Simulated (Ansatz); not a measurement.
# W/SiC/TaN: conductance against the thickness of the layer, part 2 of 7

Aim: the conductance of W/SiC/TaN junctions as the barrier thickens. The lower electrode is W bcc(001), the upper one TaN rock salt(001); the barrier is SiC zinc blende(001) (C and C faces). In the first transport cell, after relaxation, the nearest pair of electrode and barrier is W–C at 2.39 Å, at a slant, at the lower face and Ta–C at 2.19 Å, at a slant, at the upper one. All share a net of side 3.134 Å, which strains the lower electrode by -1.1 %, the upper one by +0.3 % and the barrier by +1.2 %, against typed lattice constants near PBE's. The first steps treat the bulk electrodes alone.

Ansatz 0.2.0; PBE DFT, plane waves, PAW files (the session's first sound run).

So far. Step 3 (Layer spacing of the electrode, 4 atoms, electrode TaN …): Little changed from the start: no atom moved by 0.005 Å and no cell edge by 0.1 %.

### 4. Relaxing the interfaces

System of this step: W/SiC/TaN. The cell holds 21 atoms: 4 W, 5 C, 4 Si, 4 N and 4 Ta. Cell: a = 3.134 Å, b = 3.134 Å, c = 39.158 Å, α = 90.0°, β = 90.0°, γ = 90.0°. Vacuum lies along c.

The starting distances are typed guesses, too rough for a quantity that is exponential in distance. A short slab in vacuum serves: only the barrier and the layers next to it are taken over, and later cells can add or drop layers in the barrier's middle. The dipole correction removes the field that unlike faces would set up across the vacuum.

input.yaml reads:

```yaml
crystal:
  lattice:
    - [3.134, 0.0, 0.0]
    - [0.0, 3.134, 0.0]
    - [0.0, 0.0, 39.1578119658]
  atoms:
    - { symbol: W, position: [0.5, 0.5, 0.2043015071] }
    - { symbol: W, position: [0.0, 0.0, 0.2451005181] }
    - { symbol: W, position: [0.5, 0.5, 0.2858995291] }
    - { symbol: W, position: [0.0, 0.0, 0.32669854] }
    - { symbol: C, position: [0.5, 0.5, 0.3547899973] }
    - { symbol: Si, position: [0.5, 0.0, 0.3825207237] }
    - { symbol: C, position: [0.0, 0.0, 0.4102514501] }
    - { symbol: Si, position: [0.0, 0.5, 0.4379821766] }
    - { symbol: C, position: [0.5, 0.5, 0.465712903] }
    - { symbol: Si, position: [0.5, 0.0, 0.4934436295] }
    - { symbol: C, position: [0.0, 0.0, 0.5211743559] }
    - { symbol: Si, position: [0.0, 0.5, 0.5489050824] }
    - { symbol: C, position: [0.5, 0.5, 0.5766358088] }
    - { symbol: "N", position: [0.0, 0.5, 0.62670929] }
    - { symbol: Ta, position: [0.5, 0.0, 0.62670929] }
    - { symbol: "N", position: [0.5, 0.0, 0.6830390243] }
    - { symbol: Ta, position: [0.0, 0.5, 0.6830390243] }
    - { symbol: "N", position: [0.0, 0.5, 0.7393687586] }
    - { symbol: Ta, position: [0.5, 0.0, 0.7393687586] }
    - { symbol: "N", position: [0.5, 0.0, 0.7956984929] }
    - { symbol: Ta, position: [0.0, 0.5, 0.7956984929] }
kpoints:
  mp_grid: { grid: [8, 8, 1] }
scf:
  occupations: { method: fermi_dirac, width: 0.1 }
  max_iter: 150
hamiltonian:
  xc: pbe
efield:
  axis: 3
  dipole_correction: true
relax:
  f_tol: 0.04
  max_steps: 60
output:
  forces: true
```

Command:

```
ansatz run input.yaml --threads 4 --pin off --max-ram 12288MiB --backend cpu --events-out ev --progress --plain --runs-dir out
```

Numbers of over 12 decimals in the logs are rounded to 6 here.

The program printed:

```text
[...]
Crystal: 21 atoms, lattice volume = 384.606 Å³
Basis set: ecut = 420 eV, 7611 PW (Γ), exchange–correlation on 48×48×540 points (8 copies of the dense FFT grid, shifted against one another)
Bands: 103, of which v1, the nominal top of the filled ones, is band 82 counted from 1 (81 counted from 0)
Symmetry: 4 space group operations
[...]
k-points: 25 of 64
[...]
SCF iter   1: F=—  HF=-86603.507348 eV  |F-HF|=—  |Δ(HF+E_count)|=         —  Δρ=1.85e-2  dr2=1.87e2  ethr=1.77e-3  p=-0.027 e·Å  D=-1.26e-2 V/Å  ΔV_dip=0.49 eV  dr2_dipole=2.51e2  V_vac-E_F(+/−)=4.29/3.80 eV  ⟨swp⟩=9.0  Hψ=13264  notcnv=0
efield: sawtooth ramp at fractional position 0.9500 (placed from the atoms, in the widest stretch of the axis that holds none; the zero of the levels goes with the place), width 0.1000; the density the first Hamiltonian is built on has a dipole p = -0.027 e·Å; the dipole correction subtracts the counter field D = -1.26e-2 V/Å, which shifts the + side's vacuum level by +0.49 eV against the − side's; the planar-averaged density in the ramp window peaks in size at 1.2e-4 e/Å³
[...]
SCF iter   2: F=—  HF=-86602.610784 eV  |F-HF|=—  |Δ(HF+E_count)|=   8.97e-1  Δρ=9.19e-3  dr2=1.47e1  ethr=1.77e-3  p=0.075 e·Å  D=3.55e-2 V/Å  ΔV_dip=-1.39 eV  dr2_dipole=2.26e1  V_vac-E_F(+/−)=2.80/4.19 eV  ⟨swp⟩=3.5  Hψ=3982  notcnv=0  defer=18
[...]
SCF iter   7: F=-86602.461313 eV  HF=-86602.461315 eV  |F-HF|=2.72e-6  |Δ(HF+E_count)|=   7.67e-6  Δρ=1.81e-5  dr2=4.96e-6  ethr=2.44e-8  p=0.038 e·Å  D=1.79e-2 V/Å  ΔV_dip=-0.70 eV  dr2_dipole=8.47e-7  V_vac-E_F(+/−)=3.48/4.18 eV  ⟨swp⟩=4.3  Hψ=11060  notcnv=0
WARN: efield: at this solve's end the planar-averaged density reaches 2.57e-5 e/Å³ inside the ramp window [0.9245, 0.0755] (bound 1e-5 e/Å³); the window's nearer edge stands 5.04 Å from this solve's nearest atom along the axis. Its work functions, free energy, forces, stress, dipole, levels and responses can be off, and this figure does not tell by how much. A short vacuum, a low `basis.ecutwfc` or `basis.ecutrho_ratio` and negative occupations (`scf.occupations.method`) can put density there. See the manual's quickstart, § The vacuum guard
SCF 1 converged in 7 iterations: F = -86602.461313 eV  dr2 = 4.96e-6
[...]
relax step   1: F+E_penalty+E_count = -86602.46131273 eV  Δ(F+E_penalty+E_count) = +0.000e0 eV  max|allowed force component| = 3.925e0 eV/Å  Δτ_max = 0.0000 Å  (7 SCF iters, dr2 threshold 4.00e-5 eV, accepted)
[...]
SCF iter   1: F=—  HF=-86604.164308 eV  |F-HF|=—  |Δ(HF+E_count)|=         —  Δρ=1.40e-2  dr2=2.29e0  ethr=1.36e-3  p=0.038 e·Å  D=1.79e-2 V/Å  ΔV_dip=-0.70 eV  dr2_dipole=8.11e-1  V_vac-E_F(+/−)=3.48/4.18 eV  ⟨swp⟩=1.1  Hψ=10344  notcnv=0  defer=10
efield: sawtooth ramp at fractional position 0.9500 (handed on by an earlier solve), width 0.1000; the density the first Hamiltonian is built on has a dipole p = 0.038 e·Å; the dipole correction subtracts the counter field D = 1.79e-2 V/Å, which shifts the + side's vacuum level by -0.70 eV against the − side's; the planar-averaged density in the ramp window peaks in size at 2.2e-5 e/Å³
[...]
SCF iter   2: F=—  HF=-86604.076084 eV  |F-HF|=—  |Δ(HF+E_count)|=   8.82e-2  Δρ=9.55e-3  dr2=1.49e0  ethr=1.36e-3  p=0.049 e·Å  D=2.29e-2 V/Å  ΔV_dip=-0.90 eV  dr2_dipole=2.15e-1  V_vac-E_F(+/−)=3.05/3.95 eV  ⟨swp⟩=3.3  Hψ=5071  notcnv=0  defer=18
[...]
SCF iter   6: F=-86603.955266 eV  HF=-86603.955296 eV  |F-HF|=2.98e-5  |Δ(HF+E_count)|=   6.45e-6  Δρ=5.68e-5  dr2=4.25e-5  ethr=6.10e-8  p=0.054 e·Å  D=2.56e-2 V/Å  ΔV_dip=-1.00 eV  dr2_dipole=3.73e-7  V_vac-E_F(+/−)=3.05/4.05 eV  ⟨swp⟩=3.9  Hψ=10795  notcnv=0
[...]
SCF 2 converged in 6 iterations: F = -86603.955266 eV  dr2 = 4.25e-5
relax step   2: F+E_penalty+E_count = -86603.95526618 eV  Δ(F+E_penalty+E_count) = -1.494e0 eV  max|allowed force component| = 3.148e0 eV/Å  Δτ_max = 0.1972 Å  (6 SCF iters, dr2 threshold 1.00e-4 eV, accepted)
[...]
SCF iter   6: F=-86604.533468 eV  HF=-86604.533514 eV  |F-HF|=4.65e-5  |Δ(HF+E_count)|=   1.83e-5  Δρ=5.13e-5  dr2=3.63e-5  ethr=6.10e-8  p=0.059 e·Å  D=2.79e-2 V/Å  ΔV_dip=-1.09 eV  dr2_dipole=1.57e-5  V_vac-E_F(+/−)=2.97/4.06 eV  ⟨swp⟩=3.8  Hψ=10286  notcnv=0
[...]
SCF 3 converged in 6 iterations: F = -86604.533468 eV  dr2 = 3.63e-5
relax step   3: F+E_penalty+E_count = -86604.53346783 eV  Δ(F+E_penalty+E_count) = -5.782e-1 eV  max|allowed force component| = 7.181e-1 eV/Å  Δτ_max = 0.1950 Å  (6 SCF iters, dr2 threshold 1.00e-4 eV, accepted)
[...]
relax step   4: F+E_penalty+E_count = -86604.59375820 eV  Δ(F+E_penalty+E_count) = -6.029e-2 eV  max|allowed force component| = 2.814e-1 eV/Å  Δτ_max = 0.0891 Å  (6 SCF iters, dr2 threshold 3.22e-5 eV, accepted)
[...]
relax step   5: F+E_penalty+E_count = -86604.60730173 eV  Δ(F+E_penalty+E_count) = -1.354e-2 eV  max|allowed force component| = 8.069e-2 eV/Å  Δτ_max = 0.0231 Å  (6 SCF iters, dr2 threshold 4.95e-6 eV, accepted)
SCF iter   1: F=—  HF=-86604.608048 eV  |F-HF|=—  |Δ(HF+E_count)|=         —  Δρ=6.06e-4  dr2=1.20e-2  ethr=6.18e-5  p=0.057 e·Å  D=2.70e-2 V/Å  ΔV_dip=-1.06 eV  dr2_dipole=1.65e-4  V_vac-E_F(+/−)=3.02/4.08 eV  ⟨swp⟩=2.1  Hψ=3645  notcnv=0  defer=15
[...]
SCF iter   7: F=-86604.607956 eV  HF=-86604.607956 eV  |F-HF|=2.78e-8  |Δ(HF+E_count)|=   7.22e-9  Δρ=9.24e-7  dr2=2.08e-8  ethr=6.10e-11  p=0.057 e·Å  D=2.69e-2 V/Å  ΔV_dip=-1.05 eV  dr2_dipole=1.15e-8  V_vac-E_F(+/−)=3.02/4.08 eV  ⟨swp⟩=5.0  Hψ=8458  notcnv=0
[...]
SCF 6 converged in 7 iterations: F = -86604.607956 eV  dr2 = 2.08e-8
relax step   6: F+E_penalty+E_count = -86604.60795633 eV  Δ(F+E_penalty+E_count) = -6.546e-4 eV  max|allowed force component| = 1.433e-2 eV/Å  Δτ_max = 0.0060 Å  (7 SCF iters, accepted)
SCF converged after 7 iterations
Free energy (F): -86604.607956 eV
[...]
Internal energy: -86604.321302 eV  (E = F + TS)
E sigma→0 (E₀):  -86604.464629 eV
Entropy (-TS):   -0.286654 eV (-13.650 meV/atom)
Fermi energy:    9.610205 eV
Dipole field:    D = 0.027021 V/Å  (p = 0.057433 e·Å, saw-weighted, corrected)
Work function:   Φ+ = 3.0205 eV   Φ− = 4.0786 eV
Levels:          The Fermi level and band energies are counted from a zero that moves with the ramp; work functions are not
Vacuum region:   at the solve's end the planar-averaged density reaches 1.49e-5 e/Å³ inside the ramp window [0.9245, 0.0755] (bound 1e-5 e/Å³), and -7.10e-6 e/Å³ on another of its planes; by the running means of the window's planes the mean density over a ramp is at most 1.11e-5 e/Å³, which is held to the bound (the quickstart, § The vacuum guard, A window that rings)
[...]
--- Forces (eV/Å), atoms counted from 1 ---
  atom   1  W      0.00000000     0.00000000    -0.00091722
  atom   2  W      0.00000000     0.00000000    -0.00204878
  atom   3  W      0.00000000     0.00000000     0.00847835
  atom   4  W      0.00000000     0.00000000    -0.01432827
  atom   5  C      0.00000000     0.00000000    -0.00248260
  atom   6  Si     0.00000000     0.00000000     0.00355575
  atom   7  C      0.00000000     0.00000000     0.00462593
  atom   8  Si     0.00000000     0.00000000    -0.00461317
  atom   9  C      0.00000000     0.00000000     0.00766314
  atom  10  Si     0.00000000     0.00000000    -0.00246607
  atom  11  C      0.00000000     0.00000000    -0.00390268
  atom  12  Si     0.00000000     0.00000000     0.01196629
  atom  13  C      0.00000000     0.00000000    -0.01358658
  atom  14  N      0.00000000     0.00000000     0.00152855
  atom  15  Ta     0.00000000     0.00000000     0.01074988
  atom  16  N      0.00000000     0.00000000    -0.00078581
  atom  17  Ta     0.00000000     0.00000000    -0.00584695
  atom  18  N      0.00000000     0.00000000     0.00667831
  atom  19  Ta     0.00000000     0.00000000     0.00388240
  atom  20  N      0.00000000     0.00000000    -0.00029333
  atom  21  Ta     0.00000000     0.00000000    -0.00787638
  max |Σ_I F_I| component: 1.92e-5 eV/Å
--- Relaxed structure (6 steps of the walk, 6 accepted, 0 SCFs on fresh bases) ---
  F+E_penalty+E_count = -86604.60795633 eV   max|allowed force component| = 1.433e-2 eV/Å
  atoms:
    - { symbol: W, position: [0.5, 0.5, 0.208889] }
    - { symbol: W, position: [0.0, 0.0, 0.245338] }
    - { symbol: W, position: [0.5, 0.5, 0.286701] }
    - { symbol: W, position: [0.0, 0.0, 0.327821] }
    - { symbol: C, position: [0.5, 0.5, 0.350742] }
    - { symbol: Si, position: [0.5, 0.0, 0.383033] }
    - { symbol: C, position: [0.0, 0.0, 0.411035] }
    - { symbol: Si, position: [0.0, 0.5, 0.439424] }
    - { symbol: C, position: [0.5, 0.5, 0.466271] }
    - { symbol: Si, position: [0.5, 0.0, 0.494668] }
    - { symbol: C, position: [0.0, 0.0, 0.521673] }
    - { symbol: Si, position: [0.0, 0.5, 0.550240] }
    - { symbol: C, position: [0.5, 0.5, 0.576588] }
    - { symbol: N, position: [0.0, 0.5, 0.630603] }
    - { symbol: Ta, position: [0.5, 0.0, 0.615523] }
    - { symbol: N, position: [0.5, 0.0, 0.680587] }
    - { symbol: Ta, position: [0.0, 0.5, 0.683147] }
    - { symbol: N, position: [0.0, 0.5, 0.739894] }
    - { symbol: Ta, position: [0.5, 0.0, 0.739219] }
    - { symbol: N, position: [0.5, 0.0, 0.800016] }
    - { symbol: Ta, position: [0.0, 0.5, 0.791637] }
```

Wall time 2.4 min (4 threads of Arm Neoverse V1, shared host); peak memory 1.5 GiB.

Step by step:

```
step  energy less that of the first step (eV)  largest force component (eV/Å)
   1                                   0.0000                          3.9254
   2                                  -1.4940                          3.1476
   3                                  -2.0722                          0.7181
   4                                  -2.1324                          0.2814
   5                                  -2.1460                          0.0807
   6                                  -2.1466                          0.0143
```

Forces are held to the 4 operations that the run works with; a distortion that breaks them can't arise in this run.

The atoms that moved most (Å):

```
atom     dx     dy      dz  length
Ta15  0.000  0.000  -0.438   0.438
  W1  0.000  0.000   0.180   0.180
 N20  0.000  0.000   0.169   0.169
Ta21  0.000  0.000  -0.159   0.159
  C5  0.000  0.000  -0.159   0.159
 N14  0.000  0.000   0.152   0.152
 N16  0.000  0.000  -0.096   0.096
 Si8  0.000  0.000   0.056   0.056
```

Numbers from this step:

| Item | Value |
| --- | --- |
| free energy | -86604.6080 eV |
| Fermi energy | 9.610 eV |

The largest force component on a free atom ends at 0.014 eV/Å. At one or more of this run's solves the program warned of density in the dipole ramp over its bound, where dipole, forces and levels can be off.

(Continued in part 3 of 7.)

[Logs are printed without paths, hosts, clocks, repeated set-up lines and the standing remarks that a program may print on its own settings, such as how far it seeks lower states.]

[Hosts, paths, dates, database ids (printed as entryN), source tags and the programs' standing remarks are cut or masked in the printed files.]
